## When added attraction makes a crystal look stiffer

The bulk modulus $B$ tells how strongly a solid resists uniform compression: $B=-V\,\mathrm{d}P/\mathrm{d}V$, with $V$ the volume per atom and $P$ the pressure. For rocksalt SnTe it was obtained with the program Ansatz from the energies of seven cells of different volume. A smooth equation of state was drawn through them, and $B$ is its curvature at the lowest energy, multiplied by the volume there. Each density functional has its own lowest point, so each modulus belongs to a crystal of slightly different size.

Kohn-Sham DFT calculations with Ansatz for rocksalt SnTe (2-atom cell, static lattice), without spin polarization, with a 7×7×7 k mesh and Fermi-Dirac smearing of 0.05 eV. The basis column gives the plane-wave cutoff. Each bulk modulus comes from an equation of state fitted to seven volumes and is taken at the method's own energy minimum.

| method | rung | potentials | basis | spin orbit | bulk modulus (GPa) |
| --- | --- | --- | --- | --- | --- |
| PBE | GGA | Ansatz PAW polarizable | 420 eV | no | 40.20 |
| PBEsol | GGA | Ansatz PAW | 420 eV | yes | 46.50 |
| PBEsol-D3(BJ) | GGA | Ansatz PAW | 420 eV | no | 52.80 |
| m-r2SCAN | meta-GGA | Ansatz PAW | 500 eV | no | 43.80 |
| r2SCAN | meta-GGA | Ansatz PAW | 500 eV | no | 43.80 |
| r2SCAN-rVV10 | meta-GGA | Ansatz PAW | 500 eV | no | 46.40 |

Two rows carry a dispersion term, which adds the weak long-range attraction between fluctuating electron clouds. Both have a larger modulus than the functional they build on. With rVV10 added, r2SCAN goes from 43.8 to 46.4 GPa, and PBEsol-D3(BJ) reaches 52.8 GPa, the highest value of all. It is tempting to conclude that the extra attraction acts like extra springs between the atoms.

**The same crystals at one volume**

That conclusion can be tested by taking the modulus of every method at the same volume. The cell of 31.28 Å³ per atom lies within the range of all runs, and the pressures on either side of it give the slope. There the order within both pairs turns round. The modulus of r2SCAN falls by 1.2 GPa when rVV10 is added, and PBEsol-D3(BJ) lies 4.0 GPa below PBEsol. At fixed volume, each row with dispersion is softer than the functional it builds on.

The reversal has a simple origin. An attraction that fades with distance pulls the crystal inward, so it contributes a negative pressure. When the crystal expands, this pull weakens and its pressure rises towards zero. An ordinary spring does the opposite, since it pulls harder the further it is stretched. The r2SCAN pair shows the weakening directly: rVV10 lowers the pressure by 0.97 GPa in the smallest cell and by 0.83 GPa in the largest. At a fixed volume, the dispersion term therefore lowers the resistance to compression.

The volume doesn't stay fixed, however. The same pull shrinks the crystal until the repulsion between overlapping electron shells balances it. This repulsion rises steeply at short distance, so a smaller crystal sits on a steeper part of the wall and is harder to compress further. The modulus in the table contains both effects, the direct softening and the stiffening by contraction.

**How large is each effect?**

The r2SCAN pair is the best place to separate the two. Both runs use the same potentials and leave out spin-orbit coupling, although the run with rVV10 has a finer grid for the density. The row m-r2SCAN coincides with r2SCAN and adds no separate evidence.

The estimate starts from the observation that the modulus of a solid grows almost linearly with the pressure, $\mathrm{d}B/\mathrm{d}P=B'$, with $B'$ nearly constant. The definition of $B$ gives $\mathrm{d}P=-B\,\mathrm{d}V/V$. Together they yield $\mathrm{d}B/B=-B'\,\mathrm{d}V/V$, and integration leads to

$$B(V)=B_0\left(\frac{V_0}{V}\right)^{B'}.$$

Here $V_0$ and $B_0$ are the volume and modulus at the minimum. All three constants are taken from the r2SCAN curve, where $B'$ is about 4.4. The modulus of the rVV10 row does not enter.

The minimum lies at 32.30 Å³ per atom for r2SCAN and at 31.69 Å³ with rVV10. If r2SCAN itself were squeezed to the smaller volume, its modulus would be

$$43.8\ \text{GPa}\times\left(\frac{32.30}{31.69}\right)^{4.4}\approx 47.6\ \text{GPa}.$$

Contraction alone would thus add 3.8 GPa. The run with rVV10 gives 46.4 GPa, so the estimate is 1.2 GPa too high.

This excess has a meaning. The formula moves the crystal along the r2SCAN curve and leaves out the softening by the attraction itself. The modulus at the common volume shows a softening of the same size, 1.2 GPa. The two figures come from the same pair of curves, so their agreement shows that the account is consistent, not that an independent experiment has confirmed it. In this pair, the contraction stiffens the crystal about three times as much as the attraction softens it.

**Where the correction goes too far**

For PBEsol-D3(BJ) the same pattern appears on a larger scale. Following the PBEsol curve to the smaller volume would add 9.9 GPa, and the computed rise is 6.3 GPa. These figures can't be credited to dispersion alone, because the PBEsol run includes spin-orbit coupling and the run with D3(BJ) does not. The modulus of 52.8 GPa is also the least secure in the table, since only one of the seven cells is smaller than the one at the minimum and the fitted curve misses the energies by clearly more than in the other runs.

The size of the crystal shows that something has gone wrong. The edge of the rocksalt cube comes out at 6.20 Å with PBEsol-D3(BJ), whereas the measured edge is roughly 6.3 Å. PBEsol gives 6.28 Å, which agrees with that rough value. The calculations describe a lattice without thermal or zero-point motion, and a real crystal is somewhat larger for that reason. This expansion should amount to a few hundredths of an ångström, which explains only part of the shortfall.

The pressure at the common volume carries the same message. That volume corresponds to a cube edge of about 6.3 Å, so a method that prefers this size would show a pressure near zero there. PBEsol shows −0.4 GPa and PBEsol-D3(BJ) −2.4 GPa, where the minus sign means that the crystal tries to contract. The high modulus is therefore a symptom of overbinding. It belongs to a crystal that has been pulled too far up its repulsive wall.

Why does the correction overshoot here? PBEsol was designed to give good volumes for densely packed solids, and it binds them more tightly than PBE does. Like other functionals of its kind, it has no true long-range dispersion, but it does describe some attraction where the electron clouds of neighbours overlap. A dispersion term added on top can count part of that attraction a second time. The strengths of the D3 attraction also come from calculations on small molecules, and they may be too large for a dense crystal. Both causes are expected rather than computed here. These runs can't separate them, nor tell how far the missing spin-orbit coupling affects the volume.

The r2SCAN pair fares better, because it has a different starting point and a gentler pull. Without dispersion its cube edge is 6.37 Å, on the large side, and rVV10 shortens it to 6.33 Å. There the added pull moves the crystal towards the measured size. It is also weaker: at the common volume rVV10 lowers the pressure by 0.9 GPa, whereas the two PBEsol rows differ by 2.0 GPa. An attractive correction can thus improve the volume where a functional leaves the crystal too large, and spoil it where the size is already about right.

**The opposite error**

PBE fails in the other direction. Its cube edge of 6.41 Å is the longest in the table, and its modulus of 40.2 GPa is the lowest. At its own minimum it lies 3.6 GPa below r2SCAN, but at the common volume the gap shrinks to 0.5 GPa. Although PBE uses a different set of potentials, the two methods describe almost the same resistance to compression once the crystals have the same size. The PBE modulus lies below that of r2SCAN mainly because the PBE crystal is larger. Whether it is also too low for real SnTe can't be judged here, since the table holds no measured modulus.

The common volume is a diagnostic, not a better definition of stiffness. At 31.28 Å³ the PBE crystal is already under 2.2 GPa of compression, which raises its modulus, while PBEsol-D3(BJ) is under tension. A modulus measured near ambient pressure belongs to a crystal in balance at its own volume. A method reproduces it reliably only if it gets both the volume and the slope of the pressure right.

The volumes and moduli on which this account rests are set out in the output below.

The practical rule is to read the volume before the modulus. If a dispersion term raises the modulus, compare the new cell edge with a measured one, and then compare both methods at one fixed volume. A rise that turns into a fall at fixed volume comes from contraction, and it is a warning if the contraction takes the crystal further from its real size. In the two pairs here, each percent of lost volume went with a gain of about three percent in the modulus, so even a modest overbinding shifts the computed stiffness noticeably.

Numerical output:

```
Own minimum and common volume of 31.28 A^3/atom:
            row  own volume A^3/atom  cube edge A  edge less rough 6.3 A  modulus at own minimum GPa  modulus at common volume GPa  pressure at common volume GPa
            PBE                32.87        6.407                 0.1069                        40.2                         49.84                          2.227
         PBEsol                31.02        6.284               -0.01581                        46.5                         44.86                        -0.3819
  PBEsol-D3(BJ)                29.72        6.195                -0.1047                        52.8                         40.87                          -2.37
       m-r2SCAN                 32.3         6.37                0.06956                        43.8                         50.33                           1.51
         r2SCAN                 32.3         6.37                0.06956                        43.8                         50.33                           1.51
   r2SCAN-rVV10                31.69        6.329                0.02882                        46.4                         49.12                         0.6154
rVV10 added to r2SCAN, change of own volume in percent: -1.906
rVV10 added to r2SCAN, change of modulus at own minimum in GPa: 2.6
rVV10 added to r2SCAN, change of modulus at common volume in GPa: -1.208
r2SCAN curve followed to the rVV10 volume, estimated modulus in GPa: 47.63
r2SCAN pair, share of the contraction in GPa: 3.827
r2SCAN pair, remainder in GPa: -1.227
PBEsol to PBEsol-D3(BJ), change of own volume in percent: -4.186
PBEsol to PBEsol-D3(BJ), change of modulus at own minimum in GPa: 6.3
PBEsol to PBEsol-D3(BJ), change of modulus at common volume in GPa: -3.99
PBEsol curve followed to the D3 volume, estimated modulus in GPa: 56.37
PBEsol pair, share of the contraction in GPa: 9.87
PBEsol pair, remainder in GPa: -3.57
PBE less r2SCAN, modulus at own minimum in GPa: -3.6
PBE less r2SCAN, modulus at common volume in GPa: -0.4843
```
